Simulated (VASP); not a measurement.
# W (P6_3/mmc) in VASP: single point with PBEsol

Aim: the single point of W with PBEsol.

Everything below comes from runs of VASP 6.6.1. Logs are shortened: lines on timing, memory, paths and dates and some standing lists are left out, and cuts for length are marked.

## Step 1: The structure

Symmetry: P6_3/mmc, No. 194, hexagonal system. Conventional cell: a = 2.752 Å, b = 2.752 Å, c = 4.895 Å, α = 90.00°, β = 90.00°, γ = 120.00°. Around W (site symmetry -6m2) lie 12 W at 2.75 to 2.92 Å.

This isn't the form of W at room conditions, which is bcc.

## Step 2: Single point, PBEsol

Contents of INCAR:

```
PREC = Accurate
ENCUT = 520
EDIFF = 1E-7
ISMEAR = 0
SIGMA = 0.1
LREAL = False
LASPH = True
NELM = 100
ALGO = Fast
ISIF = 2
LWAVE = False
LCHARG = False
GGA = PS
NBANDS = 21
```

Contents of KPOINTS:

```
regular mesh
0
Gamma
  18 18 10
```

Contents of POSCAR:

```
W
1.0
    2.7515287785      0.0000000000      0.0000000000
   -1.3757643892      2.3828938214      0.0000000000
    0.0000000000      0.0000000000      4.8949153584
W
2
Direct
    0.3333333333      0.6666666667      0.2500000000
    0.6666666667      0.3333333333      0.7500000000
```

Potentials or basis: VASP PAW PBE potentials, release 64 (W_sv).

The run is started by

```sh
cat potpaw_PBE.64/W_sv/POTCAR > POTCAR
mpirun -np 1 vasp_std > vasp.out
```

OUTCAR:

```text
PREC = Accurate
   ENCUT = 520
   EDIFF = 1E-7
   ISMEAR = 0
   LREAL = False
   LASPH = True
   NELM = 100
   ISIF = 2
   GGA = PS

 ion  position               nearest neighbor table
   1  0.333  0.667  0.250-   2 2.92   2 2.92   2 2.92   2 2.92   2 2.92   2 2.92
   2  0.667  0.333  0.750-   1 2.92   1 2.92   1 2.92   1 2.92   1 2.92   1 2.92

  LATTYP: Found a hexagonal cell.
 ALAT       =     2.7515287785
 C/A-ratio  =     1.7789802515

  Lattice vectors:

 A1 = (   2.7515287785,   0.0000000000,   0.0000000000)
 A2 = (  -1.3757643892,   2.3828938214,   0.0000000000)
 A3 = (   0.0000000000,   0.0000000000,   4.8949153584)

Analysis of symmetry for initial positions (statically):
=====================================================================
 Subroutine PRICEL returns:
 Original cell was already a primitive cell.

 Routine SETGRP: Setting up the symmetry group for a
 hexagonal supercell.

 Subroutine GETGRP returns: Found 24 space group operations
 (whereof 12 operations were pure point group operations)
 out of a pool of 24 trial point group operations.

The static configuration has the point symmetry D_3d.
 The point group associated with its full space group is D_6h.

Analysis of symmetry for dynamics (positions and initial velocities):
=====================================================================
 Subroutine PRICEL returns:
 Original cell was already a primitive cell.

 Routine SETGRP: Setting up the symmetry group for a
 hexagonal supercell.

 Subroutine GETGRP returns: Found 24 space group operations
 (whereof 12 operations were pure point group operations)
 out of a pool of 24 trial point group operations.

The dynamic configuration has the point symmetry D_3d.
 The point group associated with its full space group is D_6h.

 Subroutine INISYM returns: Found 24 space group operations
 (whereof 12 operations are pure point group operations),
 and found     1 'primitive' translations

----------------------------------------------------------------------------------------

                                     Primitive cell

  volume of cell :      32.0940

  direct lattice vectors                    reciprocal lattice vectors
     2.751528778  0.000000000  0.000000000     0.363434323  0.209828904  0.000000000
    -1.375764389  2.382893821  0.000000000     0.000000000  0.419657809  0.000000000
     0.000000000  0.000000000  4.894915358     0.000000000  0.000000000  0.204293624

  length of vectors
     2.751528778  2.751528778  4.894915358     0.419657809  0.419657809  0.204293624

  position of ions in fractional coordinates (direct lattice)
     0.333333333  0.666666667  0.250000000
     0.666666667  0.333333333  0.750000000

  ion indices of the primitive-cell ions
   primitive index   ion index
                 1           1
                 2           2

----------------------------------------------------------------------------------------

 KPOINTS: regular mesh

Automatic generation of k-mesh.
 Grid dimensions read from file:
 generate k-points for:   18   18   10

 Generating k-lattice:

  Cartesian coordinates                     Fractional coordinates (reciprocal lattice)
     0.020190796  0.011657161  0.000000000     0.055555556  0.000000000  0.000000000
     0.000000000  0.023314323  0.000000000     0.000000000  0.055555556  0.000000000
     0.000000000  0.000000000  0.020429362     0.000000000  0.000000000  0.100000000

  Length of vectors
     0.023314323  0.023314323  0.020429362

  Shift w.r.t. Gamma in fractional coordinates (k-lattice)
     0.000000000  0.000000000  0.000000000

 Subroutine IBZKPT returns following result:
 ===========================================

 Found    222 irreducible k-points:

 Following reciprocal coordinates:
            Coordinates               Weight
  0.000000  0.000000  0.000000      1.000000
  0.055556 -0.000000  0.000000      6.000000
  0.111111 -0.000000  0.000000      6.000000
  0.166667  0.000000  0.000000      6.000000
  0.222222  0.000000  0.000000      6.000000
  0.277778  0.000000  0.000000      6.000000
[... 16 lines left out ...]
  0.333333  0.111111  0.000000     12.000000
  0.388889  0.111111  0.000000     12.000000
 [... further k-points ...]
   k-points           NKPTS =    222   k-points in BZ     NKDIM =    222   number of bands    NBANDS=     21
   number of dos      NEDOS =    301   number of ions     NIONS =      2
   total plane-waves  NPLWV =  14400
   dimension x,y,z NGX =    20 NGY =   20 NGZ =   36
   dimension x,y,z NGXF=    40 NGYF=   40 NGZF=   72
   ions per type =               2
   NGX,Y,Z   is equivalent  to a cutoff of  12.08, 12.08, 12.23 a.u.
   NGXF,Y,Z  is equivalent  to a cutoff of  24.17, 24.17, 24.45 a.u.
 SYSTEM =  unknown system
   PREC   = accura    normal or accurate (medium, high low for compatibility)
   ISTART =      0    job   : 0-new  1-cont  2-samecut
   ICHARG =      2    charge: 1-file 2-atom 10-const
   ISPIN  =      1    spin polarized calculation?
   LNONCOLLINEAR =      F non collinear calculations
   LSORBIT =      F    spin-orbit coupling
   LASPH  =      T    aspherical Exc in radial PAW
   ENCUT  =  520.0 eV  38.22 Ry    6.18 a.u.   5.12  5.12  9.10*2*pi/ulx,y,z
   NELM   =    100;   NELMIN=  2; NELMDL= -5     # of ELM steps
   EDIFF  = 0.1E-06   stopping-criterion for ELM
   LREAL  =      F    real-space projection
   EDIFFG = 0.1E-05   stopping-criterion for IOM
   NSW    =      0    number of steps for IOM
   IBRION =     -1    ionic relax: 0-MD 1-quasi-New 2-CG
   NFREE  =      0    steps in history (QN), initial steepest desc. (CG)
   ISIF   =      2    stress and relaxation
   ISYM   =      2    0-nonsym 1-usesym 2-fastsym
   POTIM  = 0.5000    time-step for ionic-motion
   TEBEG  =    0.0;   TEEND  =   0.0 temperature during run
   PSTRESS=    0.0 pullay stress
   NELECT =      28.0000    total number of electrons
   NUPDOWN=      -1.0000    fix difference up-down
   EMIN   =  10.00;   EMAX   =-10.00  energy-range for DOS
   EFERMI =   0.00;   METHOD = LEGACY
   ISMEAR =     0;   SIGMA  =   0.10  broadening in eV -4-tet -1-fermi 0-gaus
   EFERMI_NEDOS =   21; number of points for ismear=-14 and -15
   IALGO  =     68    algorithm
   IMIX   =      4    mixing-type and parameters
     AMIX     =   0.40;   BMIX     =  1.00
     AMIX_MAG =   1.60;   BMIX_MAG =  1.00
  volume/ion in A,a.u.               =      16.05       108.29
  Fermi-wavevector in a.u.,A,eV,Ry     =   1.564298  2.956095 33.293846  2.447029
  Thomas-Fermi vector in A             =   2.666943
   LORBIT       =      0    0 simple, 1 ext, 2 COOP (PROOUT), +10 PAW based schemes
   GGA     = PS    functional components
   LHFCALC =     F    Hartree Fock is set to
   AEXX    =    0.0000 exact exchange contribution
   IVDW    =     0    specifies the selected vdW correction
   LEPSILON=     F    determine dielectric tensor
   LRPA    =     F    only Hartree local field effects (RPA)
 non-spin polarized calculation
 RMM-DIIS sequential band-by-band and
 Gauss-broadening in eV      SIGMA  =   0.10
  energy-cutoff  :      520.00
  volume of cell :       32.09
 maximum number of plane-waves:       882
   NGX = 11   NGY = 11   NGZ = 19

 number of electron      28.0000005 magnetization

 Free energy of the ion-electron system (eV)
  ---------------------------------------------------
  ext. energy  EPLUGINS =         0.00000000
  ---------------------------------------------------
  free energy    TOTEN  =       -26.58614885 eV

  energy without entropy =      -26.57459097  energy(sigma->0) =      -26.58036991

 E-fermi :  10.7213     XC(G=0): -13.6744

 val. band max:       10.7176797150   @ k =   0.4444   0.0000   0.1000
 cond. band min:      10.7220307923   @ k =   0.3889   0.0556   0.4000
 fundamental gap:      0.0043510773
 Fermi energy:        10.7212979434

 k-point     1 :       0.0000    0.0000    0.0000
  band No.  band energies     occupation
      1     -62.9651      2.00000
      2     -62.8849      2.00000
      3     -27.7411      2.00000
      4     -26.7420      2.00000
      5     -26.5516      2.00000
      6     -26.5516      2.00000
[... 13 lines left out ...]
     20      15.1331      0.00000
     21      19.8289      0.00000

 k-point     2 :       0.0556   -0.0000    0.0000
  band No.  band energies     occupation
      1     -62.9612      2.00000
      2     -62.8821      2.00000
      3     -27.7291      2.00000
      4     -26.7434      2.00000
      5     -26.5909      2.00000
      6     -26.5624      2.00000
[... 13 lines left out ...]
     20      15.4949      0.00000
     21      19.8119      0.00000

 k-point     3 :       0.1111   -0.0000    0.0000
  band No.  band energies     occupation
      1     -62.9499      2.00000
      2     -62.8740      2.00000
      3     -27.6940      2.00000
      4     -26.7479      2.00000
      5     -26.7036      2.00000
      6     -26.6041      2.00000
[... 13 lines left out ...]
     20      16.3359      0.00000
     21      19.7335      0.00000

 k-point     4 :       0.1667    0.0000    0.0000
  band No.  band energies     occupation
      1     -62.9324      2.00000
      2     -62.8617      2.00000
      3     -27.6382      2.00000
      4     -26.8744      2.00000
      5     -26.7746      2.00000
      6     -26.7566      2.00000
[... 13 lines left out ...]
     20      17.3696      0.00000
     21      19.5533      0.00000

 k-point     5 :       0.2222    0.0000    0.0000
  band No.  band energies     occupation
      1     -62.9106      2.00000
      2     -62.8468      2.00000
      3     -27.5658      2.00000
      4     -27.0812      2.00000
      5     -26.9772      2.00000
      6     -26.7709      2.00000
[... 13 lines left out ...]
     20      18.4510      0.00000
     21      19.2782      0.00000

 k-point     6 :       0.2778    0.0000    0.0000
  band No.  band energies     occupation
      1     -62.8869      2.00000
      2     -62.8314      2.00000
      3     -27.4823      2.00000
      4     -27.2975      2.00000
      5     -27.1858      2.00000
      6     -26.7922      2.00000
[... 13 lines left out ...]
     20      18.9832      0.00000
     21      19.4881      0.00000

 k-point     7 :       0.3333   -0.0000    0.0000
  band No.  band energies     occupation
      1     -62.8638      2.00000
      2     -62.8176      2.00000
      3     -27.4972      2.00000
      4     -27.3946      2.00000
      5     -27.3760      2.00000
      6     -26.8212      2.00000
[... 13 lines left out ...]
     20      18.8161      0.00000
     21      20.4010      0.00000
[... 291 lines left out ...]
      1     -62.9020      2.00000
      2     -62.8411      2.00000
      3     -27.5362      2.00000
      4     -27.1099      2.00000
      5     -27.0612      2.00000
      6     -26.7777      2.00000
[... 13 lines left out ...]
     20      19.0767      0.00000
     21      19.2153      0.00000

 k-point    21 :       0.2222    0.1111    0.0000
  band No.  band energies     occupation
      1     -62.8795      2.00000
      2     -62.8268      2.00000
      3     -27.4553      2.00000
      4     -27.3024      2.00000
      5     -27.2312      2.00000
      6     -26.8001      2.00000
[... 13 lines left out ...]
     20      19.0405      0.00000
     21      20.1430      0.00000

 k-point    22 :       0.2778    0.1111    0.0000
  band No.  band energies     occupation
      1     -62.8576      2.00000
      2     -62.8141      2.00000
      3     -27.4821      2.00000
      4     -27.3848      2.00000
      5     -27.3699      2.00000
      6     -26.8659      2.00000
[... 13 lines left out ...]
     20      19.1324      0.00000
     21      21.1235      0.00000

 k-point    23 :       0.3333    0.1111    0.0000
  band No.  band energies     occupation
      1     -62.8388      2.00000
      2     -62.8046      2.00000
      3     -27.6262      2.00000
      4     -27.5079      2.00000
      5     -27.2886      2.00000
      6     -26.9232      2.00000
[... 13 lines left out ...]
     20      19.6970      0.00000
     21      21.8018      0.00000

 k-point    24 :       0.3889    0.1111    0.0000
  band No.  band energies     occupation
      1     -62.8256      2.00000
      2     -62.7993      2.00000
      3     -27.7190      2.00000
      4     -27.5874      2.00000
      5     -27.2243      2.00000
      6     -26.9602      2.00000
[... 13 lines left out ...]
     20      20.0734      0.00000
     21      20.9461      0.00000

 [... further k-points ...]

------------------------ aborting loop because EDIFF is reached ----------------------------------------

  FORCE on cell =-STRESS in cart. coord.  units (eV):
  Direction    XX          YY          ZZ          XY          YZ          ZX
  --------------------------------------------------------------------------------------
  -------------------------------------------------------------------------------------
  Total        0.1518966      0.1518966      0.1056226      0.0000000      0.0000000      0.0000000
  in kB        7.5828894      7.5828894      5.2728252      0.0000000      0.0000000      0.0000000
  external PRESSURE =       6.8128680 kB  Pullay stress =       0.0000000 kB

 VOLUME and BASIS-vectors are now :
 -----------------------------------------------------------------------------
  energy-cutoff  :      520.00
  volume of cell :       32.09
      direct lattice vectors                 reciprocal lattice vectors
     2.751528778  0.000000000  0.000000000     0.363434323  0.209828904  0.000000000
    -1.375764389  2.382893821  0.000000000     0.000000000  0.419657809  0.000000000
     0.000000000  0.000000000  4.894915358     0.000000000  0.000000000  0.204293624

 POSITION                                       TOTAL-FORCE (eV/Angst)
 -----------------------------------------------------------------------------------
     -0.00000      1.58860      1.22373         0.000000     -0.000000      0.000000
      1.37576      0.79430      3.67119        -0.000000      0.000000      0.000000
 -----------------------------------------------------------------------------------
    total drift:                                0.000000     -0.000000      0.000000

  FREE ENERGIE OF THE ION-ELECTRON SYSTEM (eV)
  ---------------------------------------------------
  free  energy   TOTEN  =       -26.5861488452 eV

  energy  without entropy=      -26.5745909707  energy(sigma->0) =      -26.58036991
```

Wall time 62 s (1 thread of Intel Xeon Platinum 8559C (Emerald Rapids), shared host); peak memory 0.22 GiB.

Results:

```
Free energy            : -26.5861 eV
Pressure               : 0.7 GPa
Band gap on the k mesh : none (metal or under the smearing width)
```

Caveat: the PAW data sets were made with another functional, which shifts forces and pressure a little.
